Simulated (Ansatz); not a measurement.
# CsCl: how the settings move a relaxation

Question: which choices in the input matter for CsCl?

Method: reference: DFT, PBEsol, PAW with Ansatz's default frozen-core files, scalar-relativistic; relaxation of cell and atoms, in Ansatz 0.2.0.

## (1) The system as given

The structure is cubic, space group Pm-3m (No. 221). The conventional cell has a = 4.123 Å, b = 4.123 Å, c = 4.123 Å, α = 90.00°, β = 90.00°, γ = 90.00°. Around Cs (site symmetry m-3m) lie 8 Cl at 3.57 Å. Cl (site symmetry m-3m) is surrounded by 8 Cs at 3.57 Å.

Coordinates:

```cif
data_structure
_symmetry_space_group_name_H-M 'P 1'
_symmetry_Int_Tables_number 1
_cell_length_a 4.1230
_cell_length_b 4.1230
_cell_length_c 4.1230
_cell_angle_alpha 90.000
_cell_angle_beta 90.000
_cell_angle_gamma 90.000
_cell_volume 70.09
loop_
_atom_site_label
_atom_site_type_symbol
_atom_site_fract_x
_atom_site_fract_y
_atom_site_fract_z
_atom_site_occupancy
Cs1 Cs 0.00000 0.00000 0.00000 1
Cl1 Cl 0.50000 0.50000 0.50000 1
```

## (2) The reference run

input.yaml

```yaml
crystal:
  lattice:
    - [4.123, 0.0, 0.0]
    - [0.0, 4.123, 0.0]
    - [0.0, 0.0, 4.123]
  atoms:
    - { symbol: Cs, position: [0.0, 0.0, 0.0] }
    - { symbol: Cl, position: [0.5, 0.5, 0.5] }
kpoints:
  mp_grid: { grid: [10, 10, 10] }
scf:
  occupations: { method: fermi_dirac, width: 0.1 }
hamiltonian:
  xc: pbesol
  pseudopotentials: { kind: paw }
relax:
  f_tol: 0.002
  max_steps: 80
  cell: {}
output:
  forces: true
  stress: true
```

Launch:

```bash
ansatz run input.yaml --threads 1 --pin off --max-ram 3072MiB --backend cpu --events-out ev --progress --plain --runs-dir out
```

## (3) A further run, with the input changed

Changes to input.yaml since step 2:

```diff
@@ -9,5 +9,6 @@
 kpoints:
-  mp_grid: { grid: [10, 10, 10] }
+  mp_grid: { grid: [6, 6, 6] }
 scf:
-  occupations: { method: fermi_dirac, width: 0.1 }
+  occupations: { method: fixed }
+  initial_density: { chi_scale: 0.0 }
 hamiltonian:
@@ -22 +23,3 @@
   stress: true
+basis:
+  ecutwfc: "600 eV"
```

## (5) A further run, with the input changed

Changes to input.yaml since step 2:

```diff
@@ -9,7 +9,8 @@
 kpoints:
-  mp_grid: { grid: [10, 10, 10] }
+  mp_grid: { grid: [6, 6, 6] }
 scf:
-  occupations: { method: fermi_dirac, width: 0.1 }
+  occupations: { method: fixed }
+  eigensolver: { kind: davidson }
 hamiltonian:
-  xc: pbesol
+  xc: rpbe
   pseudopotentials: { kind: paw }
```

## (7) Changed: mp_grid.grid [6, 6, 6], occupations.width 0.005

Changes to input.yaml since step 2:

```diff
@@ -9,5 +9,5 @@
 kpoints:
-  mp_grid: { grid: [10, 10, 10] }
+  mp_grid: { grid: [6, 6, 6] }
 scf:
-  occupations: { method: fermi_dirac, width: 0.1 }
+  occupations: { method: fermi_dirac, width: 0.005 }
 hamiltonian:
```

(Steps that only read results are left out.)

What does the calculation give? Wanted: for each run, ending; energy change; pressure; gap; force.

As calculated:

```tsv
run	ending	energy change	pressure (GPa)	gap (eV)	force (eV/Å)	cycles	time
reference	converged	0	0.0	5.22	0.00	19	9.9 s
1: mp_grid.grid [6, 6, 6], occupations.method fixed, chi_scale 0.0, ecutwfc 600 eV	converged	-0.2 meV/atom (σ→0)	0.0	5.22	0.00	19	6.2 s
2: mp_grid.grid [6, 6, 6], occupations.method fixed, eigensolver.kind davidson, xc rpbe	converged	not comparable	0.0	4.82	0.00	27	6.9 s
3: mp_grid.grid [6, 6, 6], occupations.width 0.005	converged	0.0 meV/atom (σ→0)	0.0	5.22	0.00	19	4.4 s
```

Of the converged runs whose energies compare with the reference's, «mp_grid.grid [6, 6, 6], occupations.method fixed, chi_scale 0.0, ecutwfc 600 eV» moves the energy most (-0.2 meV/atom) and «mp_grid.grid [6, 6, 6], occupations.width 0.005» least (0.0 meV/atom). The gap of the reference lacks spin-orbit coupling, though the cell holds Cs.
